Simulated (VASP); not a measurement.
# PtS2 (P-3m1) in VASP: a series of runs

Aim: see how the results for PtS2 move with the level of theory and the settings. Levels: PBE, TPSS. Tasks: evGW0 quasiparticle levels, band structure.

Everything below comes from runs of VASP 6.6.1. Logs are shortened: lines on timing, memory, paths and dates and some standing lists are left out, and cuts for length are marked.

### Step 1. The crystal as given

It takes space group P-3m1 (No. 164, trigonal). The conventional cell has a = 3.543 Å, b = 3.543 Å, c = 5.039 Å, α = 90.00°, β = 90.00°, γ = 120.00°. Pt (site symmetry -3m) has 6 S at 2.34 Å as nearest neighbours. S (site symmetry 3m) is surrounded by 3 Pt at 2.34 Å.

### Step 2. EvGW0 quasiparticle levels, PBE

POSCAR reads:

```
PtS2
1.0
    3.5432000000      0.0000000000      0.0000000000
   -1.7716000000      3.0685012107      0.0000000000
    0.0000000000      0.0000000000      5.0388000000
Pt S
1 2
Direct
    0.0000000000      0.0000000000      0.0000000000
    0.6666666667      0.3333333333      0.7730000000
    0.3333333333      0.6666666667      0.2270000000
```

INCAR.step1 reads:

```
  ALGO = Fast
  EDIFF = 1E-8
  ENCUT = 500
  GGA = PE
  ISMEAR = 0
  KPAR = 4
  LASPH = True
  LCHARG = False
  LREAL = False
  LWAVE = True
  NELM = 100
  PREC = Accurate
  SIGMA = 0.01
```

INCAR.step2 reads:

```
  ALGO = Exact
  EDIFF = 1E-8
  ENCUT = 500
  GGA = PE
  ISMEAR = 0
  ISTART = 1
  KPAR = 4
  LASPH = True
  LCHARG = False
  LOPTICS = True
  LREAL = False
  LWAVE = True
  NBANDS = 239
  NELM = 1
  PREC = Accurate
  SIGMA = 0.01
```

INCAR.step3 reads:

```
  ALGO = EVGW0
  EDIFF = 1E-8
  ENCUT = 500
  ENCUTGW = 150
  GGA = PE
  ISMEAR = 0
  ISTART = 1
  KPAR = 4
  LASPH = True
  LCHARG = False
  LREAL = False
  LWAVE = False
  NBANDS = 239
  NBANDSGW = 19
  NELMGW = 4
  NOMEGA = 50
  PREC = Accurate
  PRECFOCK = Fast
  SIGMA = 0.01
```

KPOINTS reads:

```
k-points
0
Gamma
  4 4 4
```

Potentials or basis: VASP PAW PBE potentials, release 64 (Pt_GW, S_GW).

Started as:

```sh
$ cat potpaw_PBE.64/Pt_GW/POTCAR potpaw_PBE.64/S_GW/POTCAR > POTCAR
$ cp INCAR.step1 INCAR
$ mpirun -np 4 vasp_std > vasp.out
$ cp INCAR.step2 INCAR
$ mpirun -np 4 vasp_std > vasp.out
$ cp INCAR.step3 INCAR
$ mpirun -np 4 vasp_std > vasp.out
```

OUTCAR:

```text
EDIFF = 1E-8
   ENCUT = 500
   ENCUTGW = 150
   GGA = PE
   ISMEAR = 0
   ISTART = 1
   LASPH = True
   LREAL = False
   NELMGW = 4
   PREC = Accurate
   PRECFOCK = Fast

 ion  position               nearest neighbor table
   1  0.000  0.000  0.000-   2 2.34   3 2.34   2 2.34   3 2.34   2 2.34   3 2.34
   2  0.667  0.333  0.773-   1 2.34   1 2.34   1 2.34
   3  0.333  0.667  0.227-   1 2.34   1 2.34   1 2.34

  LATTYP: Found a hexagonal cell.
 ALAT       =     3.5432000000
 C/A-ratio  =     1.4221043125

  Lattice vectors:

 A1 = (   3.5432000000,   0.0000000000,   0.0000000000)
 A2 = (  -1.7716000000,   3.0685012107,   0.0000000000)
 A3 = (   0.0000000000,   0.0000000000,   5.0388000000)

Analysis of symmetry for initial positions (statically):
=====================================================================
 Subroutine PRICEL returns:
 Original cell was already a primitive cell.

 Routine SETGRP: Setting up the symmetry group for a
 hexagonal supercell.

 Subroutine GETGRP returns: Found 12 space group operations
 (whereof 12 operations were pure point group operations)
 out of a pool of 24 trial point group operations.

The static configuration has the point symmetry D_3d.

Analysis of symmetry for dynamics (positions and initial velocities):
=====================================================================
 Subroutine PRICEL returns:
 Original cell was already a primitive cell.

 Routine SETGRP: Setting up the symmetry group for a
 hexagonal supercell.

 Subroutine GETGRP returns: Found 12 space group operations
 (whereof 12 operations were pure point group operations)
 out of a pool of 24 trial point group operations.

The dynamic configuration has the point symmetry D_3d.

 Subroutine INISYM returns: Found 12 space group operations
 (whereof 12 operations are pure point group operations),
 and found     1 'primitive' translations

----------------------------------------------------------------------------------------

                                     Primitive cell

  volume of cell :      54.7834

  direct lattice vectors                    reciprocal lattice vectors
     3.543200000  0.000000000  0.000000000     0.282230752  0.162946001  0.000000000
    -1.771600000  3.068501211  0.000000000     0.000000000  0.325892001  0.000000000
     0.000000000  0.000000000  5.038800000     0.000000000  0.000000000  0.198459951

  length of vectors
     3.543200000  3.543200000  5.038800000     0.325892001  0.325892001  0.198459951

  position of ions in fractional coordinates (direct lattice)
     0.000000000  0.000000000  0.000000000
     0.666666667  0.333333333  0.773000000
     0.333333333  0.666666667  0.227000000

  ion indices of the primitive-cell ions
   primitive index   ion index
                 1           1
                 2           2
                 3           3

----------------------------------------------------------------------------------------

 KPOINTS: k-points

Automatic generation of k-mesh.
 Grid dimensions read from file:
 generate k-points for:    4    4    4

 Generating k-lattice:

  Cartesian coordinates                     Fractional coordinates (reciprocal lattice)
     0.070557688  0.040736500  0.000000000     0.250000000 -0.000000000  0.000000000
     0.000000000  0.081473000  0.000000000     0.000000000  0.250000000  0.000000000
     0.000000000  0.000000000  0.049614988     0.000000000  0.000000000  0.250000000

  Length of vectors
     0.081473000  0.081473000  0.049614988

  Shift w.r.t. Gamma in fractional coordinates (k-lattice)
     0.000000000  0.000000000  0.000000000

 Subroutine IBZKPT returns following result:
 ===========================================

 Found     13 irreducible k-points:

 Following reciprocal coordinates:
            Coordinates               Weight
  0.000000  0.000000  0.000000      1.000000
  0.250000  0.000000  0.000000      6.000000
  0.500000  0.000000  0.000000      3.000000
  0.250000  0.250000  0.000000      6.000000
  0.000000  0.000000  0.250000      2.000000
  0.250000  0.000000  0.250000      6.000000
  0.000000  0.250000  0.250000      6.000000
  0.500000  0.000000  0.250000      6.000000
  0.250000  0.250000  0.250000     12.000000
  0.000000  0.000000  0.500000      1.000000
  0.250000  0.000000  0.500000      6.000000
  0.500000  0.000000  0.500000      3.000000
  0.250000  0.250000  0.500000      6.000000
   k-points           NKPTS =     13   k-points in BZ     NKDIM =     64   number of bands    NBANDS=    239
   number of dos      NEDOS =    301   number of ions     NIONS =      3
   total plane-waves  NPLWV =  31360
   dimension x,y,z NGX =    28 NGY =   28 NGZ =   40
   dimension x,y,z NGXF=    56 NGYF=   56 NGZF=   80
   ions per type =               1   2
   NGX,Y,Z   is equivalent  to a cutoff of  13.14, 13.14, 13.20 a.u.
   NGXF,Y,Z  is equivalent  to a cutoff of  26.28, 26.28, 26.39 a.u.
 SYSTEM =  unknown system
   PREC   = accura    normal or accurate (medium, high low for compatibility)
   ISTART =      1    job   : 0-new  1-cont  2-samecut
   ICHARG =      0    charge: 1-file 2-atom 10-const
   ISPIN  =      1    spin polarized calculation?
   LNONCOLLINEAR =      F non collinear calculations
   LSORBIT =      F    spin-orbit coupling
   LASPH  =      T    aspherical Exc in radial PAW
   ENCUT  =  500.0 eV  36.75 Ry    6.06 a.u.   6.46  6.46  9.19*2*pi/ulx,y,z
   NELM   =     60;   NELMIN=  2; NELMDL=  0     # of ELM steps
   EDIFF  = 0.1E-07   stopping-criterion for ELM
   LREAL  =      F    real-space projection
   EDIFFG = 0.1E-06   stopping-criterion for IOM
   NSW    =      0    number of steps for IOM
   IBRION =     -1    ionic relax: 0-MD 1-quasi-New 2-CG
   NFREE  =      0    steps in history (QN), initial steepest desc. (CG)
   ISIF   =      0    stress and relaxation
   ISYM   =      3    0-nonsym 1-usesym 2-fastsym
   POTIM  = 0.5000    time-step for ionic-motion
   TEBEG  =    0.0;   TEEND  =   0.0 temperature during run
   PSTRESS=    0.0 pullay stress
   NELECT =      22.0000    total number of electrons
   NUPDOWN=      -1.0000    fix difference up-down
   EMIN   =  10.00;   EMAX   =-10.00  energy-range for DOS
   EFERMI =   0.00;   METHOD = LEGACY
   ISMEAR =     0;   SIGMA  =   0.01  broadening in eV -4-tet -1-fermi 0-gaus
   EFERMI_NEDOS =   21; number of points for ismear=-14 and -15
   IALGO  =     38    algorithm
   IMIX   =      4    mixing-type and parameters
     AMIX     =   0.40;   BMIX     =  1.00
     AMIX_MAG =   1.60;   BMIX_MAG =  1.00
  volume/ion in A,a.u.               =      18.26       123.23
  Fermi-wavevector in a.u.,A,eV,Ry     =   1.207812  2.282434 19.848315  1.458810
  Thomas-Fermi vector in A             =   2.343439
   LORBIT       =      0    0 simple, 1 ext, 2 COOP (PROOUT), +10 PAW based schemes
   GGA     = PE    functional components
   LHFCALC =     T    Hartree Fock is set to
   PRECFOCK=fast      Normal, Fast or Accurate (Low or Medium for compatibility)
   ENCUT4O =  -1.0   cutoff for four orbital integrals eV
   NKREDX  =     1    reduce k-point grid by
   NKREDY  =     1    reduce k-point grid by
   NKREDZ  =     1    reduce k-point grid by
   AEXX    =    1.0000 exact exchange contribution
   HFSCREEN=    0.0000 screening length (either q_TF or 0.3 A-1)
   HFSCREENC=   0.0000 screening length for correlation (either q_TF or 0.3 A-1)
   ENCUTFOCK=  -1.0 apply spherical cutoff to Coloumb kernel
   IVDW    =     0    specifies the selected vdW correction
   LEPSILON=     F    determine dielectric tensor
   LRPA    =     F    only Hartree local field effects (RPA)
   LRPAFORCE           =     F    calculate RPA forces
   ENCUTGW             = 150.0    cutoff for response function in eV
   ENCUTGWSOFT         = 120.0    soft cutoff for Coulomb kernel in GW response function in eV
   ENCUTLF             =  -1.0    cutoff for local field effects
   NELMGW              =     4    number of iterations in solving QP/BSE equation
   NELMHF              =     1    number of iterations in the inner HF iteration
   NKREDLFX            =     1    NKREDLFY  =   1   NKREDLFZ  =   1
 non-spin polarized calculation
 Gauss-broadening in eV      SIGMA  =   0.01
  energy-cutoff  :      500.00
  volume of cell :       54.78
 maximum number of plane-waves:      1411
 NGX is ok and might be reduce to    28
  NGX = 14; NGY = 14; NGZ = 20
   NGX = 13   NGY = 13   NGZ = 19
 maximum number of plane-waves:       250

 QP shifts <psi_nk| G(iteration)W_0 |psi_nk>: iteration 1
 for sc-GW calculations column KS-energies equals QP-energies in previous step
 and V_xc(KS)=  KS-energies - (<T + V_ion + V_H > + <T+V_H+V_ion>^1  + <V_x>^1)

 k-point   1 :       0.0000    0.0000    0.0000
  band No.  KS-energies  QP-energies   sigma(KS)   V_xc(KS)     V^pw_x(r,r')   Z            occupation Imag(sigma)

      1      -8.8597      -9.0506     -13.4615     -13.1651     -21.4984       0.6438       2.0000       1.5016
      2      -5.6121      -6.0091     -14.6065     -14.0168     -21.2094       0.6731       2.0000       0.9798
      3      -0.3343      -0.8771     -13.9183     -13.1466     -18.0169       0.7033       2.0000       0.4832
      4      -0.3343      -0.8771     -13.9183     -13.1466     -18.0169       0.7033       2.0000       0.4832
      5      -0.1964      -0.8097     -12.8687     -11.9977     -17.6920       0.7042       2.0000       0.7263
      6       2.7238       2.0539     -13.8760     -12.9270     -18.0221       0.7059       2.0000       0.2713
[... 11 lines left out ...]
     18      18.6482      18.9116     -11.3643     -11.7071      -5.1680       0.7684       0.0000      -0.4901
     19      19.2621      19.5145     -12.0335     -12.3707      -5.7953       0.7484       0.0000      -0.4761

 k-point   2 :       0.2500    0.0000    0.0000
  band No.  KS-energies  QP-energies   sigma(KS)   V_xc(KS)     V^pw_x(r,r')   Z            occupation Imag(sigma)

      1      -8.0787      -8.3466     -13.7394     -13.3187     -21.3776       0.6370       2.0000       1.3049
      2      -6.0482      -6.4109     -14.5659     -14.0145     -21.3752       0.6579       2.0000       0.9916
      3       0.1306      -0.4774     -13.4655     -12.6171     -17.7358       0.7167       2.0000       0.5361
      4       0.1509      -0.3962     -13.9845     -13.2164     -17.8273       0.7122       2.0000       0.4467
      5       0.6609       0.0360     -13.2345     -12.3685     -17.5302       0.7216       2.0000       0.5654
      6       1.5094       0.9299     -13.6490     -12.8448     -17.2458       0.7206       2.0000       0.3713
[... 11 lines left out ...]
     18      15.9320      16.1870     -11.2919     -11.6275      -5.6128       0.7599       0.0000      -0.3422
     19      17.2230      17.4067     -11.0223     -11.2626      -5.2441       0.7643       0.0000      -0.3549
[... 1114 lines left out ...]
      1      -7.4144      -7.4286     -14.3053       6.8684     -21.5082       0.6328       2.0000       1.0250
      2      -6.9566      -6.9697     -14.4552       7.4786     -21.3340       0.6556       2.0000       0.9856
      3      -1.8858      -1.8954     -13.0339      11.1347     -17.6954       0.7124       2.0000       0.6927
      4      -0.2930      -0.3023     -13.8930      13.5869     -17.7625       0.7106       2.0000       0.4384
      5       0.5601       0.5529     -12.7249      13.2754     -16.0031       0.7456       2.0000       0.4432
      6       1.0323       1.0235     -13.5791      14.5992     -17.3889       0.7217       2.0000       0.4020
[... 11 lines left out ...]
     18      17.3201      17.3197     -11.9453      29.2650      -5.8612       0.7591       0.0000      -0.4060
     19      19.0661      19.0658     -11.3529      30.4186      -5.2412       0.7649       0.0000      -0.4097

 k-point  13 :       0.2500    0.2500    0.5000
  band No. old QP-enery  QP-energies   sigma(KS)   T+V_ion+V_H  V^pw_x(r,r')   Z            occupation Imag(sigma)

      1      -7.3354      -7.3489     -14.3320       6.9759     -21.3785       0.6491       2.0000       1.0181
      2      -7.0883      -7.1021     -14.3935       7.2836     -21.4617       0.6409       2.0000       1.0205
      3      -0.9790      -0.9881     -13.4058      12.4142     -17.5745       0.7180       2.0000       0.5540
      4      -0.7970      -0.8064     -12.9221      12.1119     -17.2684       0.7159       2.0000       0.5414
      5       0.2700       0.2621     -13.8279      14.0870     -17.2631       0.7327       2.0000       0.4129
      6       1.1502       1.1422     -13.6545      14.7937     -16.9779       0.7295       2.0000       0.3762
[... 11 lines left out ...]
     18      17.1627      17.1623     -11.1864      28.3485      -5.4352       0.7674       0.0000      -0.3528
     19      17.6424      17.6420     -10.7554      28.3973      -4.7367       0.7598       0.0000      -0.4141
```

It took 11 min on 4 MPI ranks of Intel Xeon Platinum 8488C (Sapphire Rapids), shared host; peak memory 0.82 GiB.

Results:

* Band gap on the k mesh, mean-field level: 0.95 eV, direct
* Quasiparticle gap: 1.46 eV
* Least direct quasiparticle gap: 1.52 eV

Quasiparticle gap after each update of the energies (eV): 1.38, 1.45, 1.46, 1.46

Caveat: the k mesh is coarse (spacing up to 0.51 Å⁻¹), so the values aren't converged; bands, screening cutoff and mesh are small and nothing is extrapolated, so the quasiparticle values aren't converged; spin-orbit coupling is left out, which moves the levels of the heavy elements.

### Step 3. Band structure, TPSS

INCAR reads:

```
SYSTEM = PtS2
PREC = Accurate
ENCUT = 520
EDIFF = 1E-7
ISMEAR = -1
SIGMA = 0.05
LREAL = .False.
LASPH = .True.
NELM = 100
ALGO = Normal
ISIF = 2
LWAVE = .False.
LCHARG = .False.
LMAXMIX = 4
METAGGA = TPSS
LMIXTAU = .True.
```

KPOINTS reads:

```
regular mesh
0
Gamma
  9 9 5
  0 0 0
```

POSCAR is that of step 2.

KPOINTS_OPT reads:

```
path GMKGALHA,LM,KH
15
line-mode
reciprocal
 0.0000000000  0.0000000000  0.0000000000  G
 0.5000000000  0.0000000000  0.0000000000  M

 0.5000000000  0.0000000000  0.0000000000  M
 0.3333333333  0.3333333333  0.0000000000  K

 0.3333333333  0.3333333333  0.0000000000  K
 0.0000000000  0.0000000000  0.0000000000  G

 0.0000000000  0.0000000000  0.0000000000  G
 0.0000000000  0.0000000000  0.5000000000  A

 0.0000000000  0.0000000000  0.5000000000  A
 0.5000000000  0.0000000000  0.5000000000  L

 0.5000000000  0.0000000000  0.5000000000  L
 0.3333333333  0.3333333333  0.5000000000  H

 0.3333333333  0.3333333333  0.5000000000  H
 0.0000000000  0.0000000000  0.5000000000  A

 0.5000000000  0.0000000000  0.5000000000  L
 0.5000000000  0.0000000000  0.0000000000  M

 0.3333333333  0.3333333333  0.0000000000  K
 0.3333333333  0.3333333333  0.5000000000  H
```

Potentials or basis: VASP PAW PBE potentials, release 64 (Pt, S).

Started as:

```sh
$ cat potpaw_PBE.64/Pt/POTCAR potpaw_PBE.64/S/POTCAR > POTCAR
$ mpirun -np 1 vasp_std > vasp.out
```

It took 3 min on 1 thread of Intel Xeon 6975P-C (Granite Rapids), shared host; peak memory 0.21 GiB.

The run converged. Its results:

```
Free energy             : -25.8495 eV
Pressure                : 10.7 GPa
Largest force           : 1.306 eV/Å
Band gap on the k mesh  : 1.08 eV, indirect (least direct gap 1.13 eV)
Band gap along the path : 1.09 eV, indirect (least direct gap 1.62 eV)
```

Forces in eV/Å, atoms in the order of the input:
```
Pt   0.000  0.000  0.000
S    0.000  0.000 -1.306
S    0.000  0.000  1.306
```

Stress tensor (GPa, compression positive):
```
11.06  0.00  0.00
 0.00 11.06  0.00
 0.00  0.00  9.98
```

Levels at the corners of the path, in eV from the valence-band top:
| point | band 7 | band 8 | band 9 | band 10 | band 11 | band 12 | band 13 | band 14 | band 15 |
| --- | --- | --- | --- | --- | --- | --- | --- | --- | --- |
| Γ | -4.01 | -1.81 | -1.09 | -1.09 | -0.10 | 2.56 | 2.56 | 4.85 | 6.00 |
| M | -3.39 | -3.37 | -3.25 | -3.00 | -2.32 | 1.88 | 2.94 | 5.66 | 6.68 |
| M | -3.39 | -3.37 | -3.25 | -3.00 | -2.32 | 1.88 | 2.94 | 5.66 | 6.68 |
| K | -4.59 | -3.71 | -2.67 | -1.50 | -1.50 | 1.13 | 1.13 | 5.92 | 8.25 |
| K | -4.59 | -3.71 | -2.67 | -1.50 | -1.50 | 1.13 | 1.13 | 5.92 | 8.25 |
| Γ | -4.01 | -1.81 | -1.09 | -1.09 | -0.10 | 2.56 | 2.56 | 4.85 | 6.00 |
| Γ | -4.01 | -1.81 | -1.09 | -1.09 | -0.10 | 2.56 | 2.56 | 4.85 | 6.00 |
| A | -4.04 | -2.46 | -1.28 | -1.28 | -0.91 | 3.03 | 3.03 | 5.54 | 7.56 |
| A | -4.04 | -2.46 | -1.28 | -1.28 | -0.91 | 3.03 | 3.03 | 5.54 | 7.56 |
| L | -3.38 | -3.28 | -3.07 | -2.72 | -1.36 | 2.19 | 2.46 | 5.57 | 5.70 |
| L | -3.38 | -3.28 | -3.07 | -2.72 | -1.36 | 2.19 | 2.46 | 5.57 | 5.70 |
| H | -4.36 | -3.59 | -3.55 | -1.91 | -1.91 | 2.32 | 2.32 | 7.52 | 8.14 |
| H | -4.36 | -3.59 | -3.55 | -1.91 | -1.91 | 2.32 | 2.32 | 7.52 | 8.14 |
| A | -4.04 | -2.46 | -1.28 | -1.28 | -0.91 | 3.03 | 3.03 | 5.54 | 7.56 |
| L | -3.38 | -3.28 | -3.07 | -2.72 | -1.36 | 2.19 | 2.46 | 5.57 | 5.70 |
| M | -3.39 | -3.37 | -3.25 | -3.00 | -2.32 | 1.88 | 2.94 | 5.66 | 6.68 |
| K | -4.59 | -3.71 | -2.67 | -1.50 | -1.50 | 1.13 | 1.13 | 5.92 | 8.25 |
| H | -4.36 | -3.59 | -3.55 | -1.91 | -1.91 | 2.32 | 2.32 | 7.52 | 8.14 |

Caveat: the PAW data sets were made with another functional, which shifts forces and pressure a little; spin-orbit coupling is left out, which moves the levels of the heavy elements. TPSS opens gaps a little over a GGA but as a rule still falls short of measured ones.

### Step 4. The reference run

An earlier run on the cell as given: functional PBEsol; potentials or basis VASP PAW PBE potentials, release 64 (Pt, S); cutoff 520 eV; k mesh 9 × 9 × 5; occupations fermi-dirac, width 0.05 eV; no spin polarisation.

* Pressure: 6.1 GPa
* Largest force: 0.930 eV/Å
* Band gap on the k mesh: 0.96 eV, indirect (least direct gap 1.00 eV)

### Step 5. The runs side by side

| task | level | potentials or basis | k mesh | cutoff (eV) | smearing | ladder | GW scheme | GW iterations | cutoff of the response function | frequency points | mesh quality | gap on the mesh (eV) | pressure (GPa) | largest force (eV/Å) |
| --- | --- | --- | --- | --- | --- | --- | --- | --- | --- | --- | --- | --- | --- | --- |
| evGW0 quasiparticle levels | PBE | VASP PAW PBE potentials, release 64 (Pt_GW, S_GW) | 4 × 4 × 4 | 500 | gaussian 0.01 eV | free | evGW0 | 4 | 150 | 50 | coarse | - | - | - |
| band structure | TPSS | VASP PAW PBE potentials, release 64 (Pt, S) | 9 × 9 × 5 | 520 | fermi-dirac 0.05 eV | - | - | - | - | - | not flagged | 1.08 | 10.7 | 1.31 |
| single point | PBEsol | VASP PAW PBE potentials, release 64 (Pt, S) | 9 × 9 × 5 | 520 | fermi-dirac 0.05 eV | free | - | - | - | - | not flagged | 0.96 | 6.1 | 0.93 |

Alike in all rows: no spin polarisation; cell as given.

Caveats: some runs use coarse meshes; spin-orbit coupling is left out, which moves the levels of the heavy elements; the PAW data sets were made with another functional, which shifts forces and pressure a little (some runs); bands, screening cutoff and mesh are small and nothing is extrapolated, so the quasiparticle values aren't converged (some runs); an odd mesh through Γ misses points on the zone boundary, where band edges often lie (some runs).

Total energies depend on the potentials used, so only differences within one code and one set of settings carry meaning.
